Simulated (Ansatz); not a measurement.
Input and command of a calculation in Ansatz (plane waves; scalar-relativistic PAW potentials unless the input names others):

```yaml
crystal:
  lattice:
    - [4.0330134705, 0.0, 0.0]
    - [0.0, 4.0330134705, 0.0]
    - [0.0, 0.0, 4.1547502272]
  atoms:
    - { symbol: K, position: [0.5, 0.5, 0.5024428591] }
    - { symbol: Nb, position: [0.0, 0.0, 0.01927497] }
    - { symbol: O, position: [0.5, 0.0, 0.9750147898] }
    - { symbol: O, position: [0.0, 0.5, 0.9750147898] }
    - { symbol: O, position: [0.0, 0.0, 0.4630535912] }
basis:
  ecutwfc: "40.4 Ry"
kpoints:
  mp_grid: { grid: [8, 8, 6] }
hamiltonian:
  xc: pbe
  hubbard: { sites: [{ species: Nb, l: d, u_eff: 2.0 }], double_counting: amf }
scf:
  occupations: { method: gaussian, width: 0.02 }
output:
  forces: true
  eigenvalues: true
  stress: true
```

```bash
ansatz run input.yaml --threads 1 --pin off --max-ram 2560MiB --backend cpu --events-out ev --progress --plain --runs-dir out
```

Abridged log:
```
Basis set: ecut = 549.67000216 eV, 1975 PW (Γ), exchange–correlation on 64×64×64 points (8 copies of the dense FFT grid, shifted against one another)
Bands: 25, of which v1, the nominal top of the filled ones, is band 20 counted from 1 (19 counted from 0)
Symmetry: 8 space group operations
k-points: 60 of 384 (time reversal used)
SCF iter   1: F=—  HF=-7799.106015 eV  |F-HF|=—  |Δ(HF+E_count)|=         —  Δρ=7.45e-2  dr2=5.33e0  ethr=3.10e-3  ⟨swp⟩=7.2  Hψ=7669  notcnv=0
SCF iter   2: F=—  HF=-7797.867005 eV  |F-HF|=—  |Δ(HF+E_count)|=    1.24e0  Δρ=4.29e-2  dr2=9.28e-1  ethr=3.10e-3  ⟨swp⟩=2.9  Hψ=3350  notcnv=0  defer=60
SCF iter   3: F=—  HF=-7797.652580 eV  |F-HF|=—  |Δ(HF+E_count)|=   2.14e-1  Δρ=1.75e-2  dr2=2.69e-1  ethr=2.32e-3  ⟨swp⟩=2.3  Hψ=2309  notcnv=0  defer=60
SCF iter   4: F=—  HF=-7797.597021 eV  |F-HF|=—  |Δ(HF+E_count)|=   5.56e-2  Δρ=5.46e-3  dr2=1.87e-2  ethr=6.73e-4  ⟨swp⟩=2.8  Hψ=2734  notcnv=0  defer=60
SCF iter   5: F=—  HF=-7797.597807 eV  |F-HF|=—  |Δ(HF+E_count)|=   7.86e-4  Δρ=3.76e-3  dr2=9.20e-3  ethr=4.68e-5  ⟨swp⟩=2.8  Hψ=3214  notcnv=0  defer=60
SCF iter   6: F=—  HF=-7797.596277 eV  |F-HF|=—  |Δ(HF+E_count)|=   1.53e-3  Δρ=1.16e-3  dr2=9.19e-4  ethr=2.30e-5  ⟨swp⟩=2.1  Hψ=2484  notcnv=0  defer=60
SCF iter   7: F=—  HF=-7797.596318 eV  |F-HF|=—  |Δ(HF+E_count)|=   4.03e-5  Δρ=4.62e-4  dr2=2.11e-4  ethr=2.30e-6  ⟨swp⟩=2.2  Hψ=2604  notcnv=0  defer=60
SCF iter   8: F=—  HF=-7797.596293 eV  |F-HF|=—  |Δ(HF+E_count)|=   2.47e-5  Δρ=1.75e-4  dr2=3.07e-5  ethr=5.28e-7  ⟨swp⟩=2.0  Hψ=1507  notcnv=0  defer=60
SCF iter   9: F=—  HF=-7797.596290 eV  |F-HF|=—  |Δ(HF+E_count)|=   2.82e-6  Δρ=1.23e-5  dr2=1.11e-7  ethr=7.67e-8  ⟨swp⟩=2.9  Hψ=2530  notcnv=0  defer=60
SCF iter  10: F=-7797.596290 eV  HF=-7797.596290 eV  |F-HF|=1.32e-9  |Δ(HF+E_count)|=   8.90e-8  Δρ=2.45e-6  dr2=6.09e-9  ethr=2.50e-10  ⟨swp⟩=10.9  Hψ=7250  notcnv=0
SCF 1 converged in 10 iterations: F = -7797.596290 eV  dr2 = 6.09e-9
SCF converged after 10 iterations
Free energy (F): -7797.596290 eV
Harris-Foulkes:  -7797.596290 eV  (|F-HF|=1.32e-9)
Internal energy: -7797.596290 eV  (E = F + TS)
E sigma→0 (E₀):  -7797.596290 eV
Fermi energy:    8.624812 eV
DFT+U double counting: amf (around mean field; hamiltonian.hubbard.double_counting)
--- Forces (eV/Å), atoms counted from 1 ---
  atom   1  K      0.00000000     0.00000000     0.00093894
  atom   2  Nb     0.00000000     0.00000000     0.00008500
  atom   3  O      0.00000000     0.00000000     0.00216733
  atom   4  O      0.00000000     0.00000000     0.00216733
  atom   5  O      0.00000000     0.00000000    -0.00537689
--- Stress (GPa, compression-positive) ---
       -3.021030       0.000000       0.000000
        0.000000      -3.021030       0.000000
        0.000000       0.000000      -0.067452
  P = ⅓ Tr σ = -2.0365 GPa (-20.365 kbar)
Occupation matrices written to <dir>
```

Apart from outputs, empty bands and the relaxation, which only the reference makes, the input differs from a reference run on usual settings in basis.ecutwfc: 420 → "40.4 Ry"; hamiltonian.hubbard: not typed → {"sites": [{"species": "Nb", "l": "d", "u_eff": 2.0}], "double_counting": "amf"}. The reference, at the same geometry, ended its own course with pressure -1.99 GPa, largest force 0.001 eV/Å, gap on the mesh 1.54 eV. This run converged in 10 SCF iterations with an energy at zero smearing 4.41 meV/atom below the reference's (the Hamiltonian itself differs), pressure -2.04 GPa, largest force 0.005 eV/Å, gap on the mesh 1.59 eV.

It took 20 s on 1 thread of Arm Neoverse V2, with other jobs on the host, peak memory 0.51 GiB.